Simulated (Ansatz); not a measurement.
Na: pressure against volume, fitted

```xyz
1
Lattice="-2.1175 2.1175 2.1175 2.1175 -2.1175 2.1175 2.1175 2.1175 -2.1175" Properties=species:S:1:pos:R:3 pbc="T T T"
Na    0.0000    0.0000    0.0000
```

Conventional cell: a = 4.235 Å, b = 4.235 Å, c = 4.235 Å, α = 90.00°, β = 90.00°, γ = 90.00°. Na (atom 1) has 8 Na at 3.67 Å as nearest neighbours.

The cell is a measured one (Crystallography Open Database entry 9011002); the temperature and pressure of the measurement aren't taken into account, and nothing was relaxed.

The calculation used DFT, PBE, all-electron LAPW, scalar-relativistic (Ansatz 0.2.0).

Sampling and basis: a Γ-centred 12×12×12 k mesh, Fermi–Dirac smearing of 0.05 eV, basis error target 0.25 meV/atom, no spin polarisation.

The cell is scaled evenly. Fractional coordinates are held (clamped ions).

```csv
V (Å³/atom),P (GPa)
35.699,0.31
35.718,0.30
36.459,0.13
36.839,0.04
37.218,-0.04
37.598,-0.11
37.978,-0.18
38.358,-0.25
38.737,-0.32
39.117,-0.38
40.257,-0.55
```

Question: Fit a third-order Birch–Murnaghan curve to the pressures.

Answer: P = (3B0/2)(y^(7/2) − y^(5/2))[1 + (3/4)(B0′ − 4)(y − 1)] with y = (V0/V)^(2/3) fits within 0.01 GPa for V0 = 37.045 Å³/atom, B0 = 7.7 GPa and B0′ = 3.79.

Question: Predict the pressure at the withheld volume, 39.497 Å³/atom.

Answer: There y = 0.9582, so the fit gives -0.44 GPa; the run gave -0.44 GPa.
